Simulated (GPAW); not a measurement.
ZrS:

```
CELL_PARAMETERS angstrom
0.00000 2.62500 2.62500
2.62500 0.00000 2.62500
2.62500 2.62500 0.00000
ATOMIC_POSITIONS crystal
Zr 0.00000 0.00000 0.00000
S 0.50000 0.50000 0.50000
```

```yaml
Program: GPAW 26.7.0
Task: relaxation of cell and atoms
Functional: LDA
Potentials_or_basis: the program's PAW data sets (release 1.2.1) made for this functional
Cutoff: 600 eV
Basis: pw
k_mesh: 9 × 9 × 9
Occupations: fermi-dirac, width 0.05 eV
Spin: no spin polarisation
```

At the start: pressure -9.8 GPa; volume 18.09 Å³/atom.

Question: How do energy, volume and symmetry change on relaxing?

Answer: Over 10 steps the energy falls by 41.1 meV/atom and the volume is 16.82 Å³/atom (-7.0 %); space group Fm-3m (No. 225, to 0.05 Å).

Step by step:
```
step  energy change (eV)  largest force (eV/Å)  pressure (GPa)  volume (Å³)
   1              0.0000                0.0000           -9.81        36.18
   2             -0.0326                0.0000           -7.88        35.58
   3             -0.0709                0.0000           -4.01        34.54
   4             -0.0806                0.0000            1.46        33.31
   5             -0.0807                0.0000            1.37        33.33
   6             -0.0811                0.0000            1.19        33.37
   7             -0.0814                0.0000            0.93        33.42
   8             -0.0818                0.0000            0.62        33.48
   9             -0.0821                0.0000            0.28        33.56
  10             -0.0822                0.0000           -0.08        33.63
```

Final structure:
```xyz
2
Lattice="0.0000 2.5620 2.5620 2.5620 0.0000 2.5620 2.5620 2.5620 0.0000" Properties=species:S:1:pos:R:3 pbc="T T T"
Zr    0.0000    0.0000    0.0000
S     2.5620    2.5620    2.5620
```

Caveat: later steps reuse the first step's grids.
